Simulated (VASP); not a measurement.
Wanted: the native input for a VASP 6.6.1 run.

```
Task                   : relaxation of cell and atoms
Functional             : r2SCAN
Potentials or basis    : VASP PAW PBE potentials, release 64 (Rh_pv)
Cutoff                 : 600 eV
k mesh                 : 16 × 16 × 16
Occupations            : methfessel-paxton, width 0.1 eV
Spin                   : no spin polarisation
Further INCAR settings : ALGO = Normal; EDIFF = 1e-06; IBRION = 2; EDIFFG = -0.01; NSW = 90; ISIF = 3
```

The structure of Rh lies in POSCAR:

```
Rh
1.0
    0.0000000000      1.8978500000      1.8978500000
    1.8978500000      0.0000000000      1.8978500000
    1.8978500000      1.8978500000      0.0000000000
Rh
1
Direct
    0.0000000000      0.0000000000      0.0000000000
```

These files were run (other wordings do the same):

INCAR

```
PREC = Accurate ; ENCUT = 600
EDIFF = 1E-6 ; ISMEAR = 1
SIGMA = 0.1 ; LREAL = F
LASPH = T ; NELM = 80
ALGO = Normal ; ISIF = 3
LWAVE = F ; LCHARG = F
METAGGA = R2SCAN ; LMIXTAU = T
IBRION = 2 ; NSW = 90
EDIFFG = -0.01
```

KPOINTS

```
regular mesh
0
Gamma
  16 16 16
```

Potentials or basis: VASP PAW PBE potentials, release 64 (Rh_pv).

Launch:

```console
$ cat potpaw_PBE.64/Rh_pv/POTCAR > POTCAR
$ mpirun -np 1 vasp_std > vasp.out
```

It gave:

```yaml
Relaxed_volume: 13.77 Å³/atom
Relaxed_cell: a = 2.691 Å, b = 2.691 Å, c = 2.691 Å, α = 60.00°, β = 60.00°, γ = 60.00°
Space_group_after_relaxing_to_0.05_Å: Fm-3m (No. 225)
Energy_gained_by_relaxing: 0.7 meV/atom
Ionic_steps: 3
Pressure_after_relaxing: 0.0 GPa
Band_gap_on_the_k_mesh: none (metal or under the smearing width)
```

Caveat: the PAW data sets were made with another functional, which shifts forces and pressure a little.

Wall time 84 s on 1 thread of Intel(R) Xeon(R) 6975P-C (Granite Rapids) (shared host), peak memory 0.17 GiB.
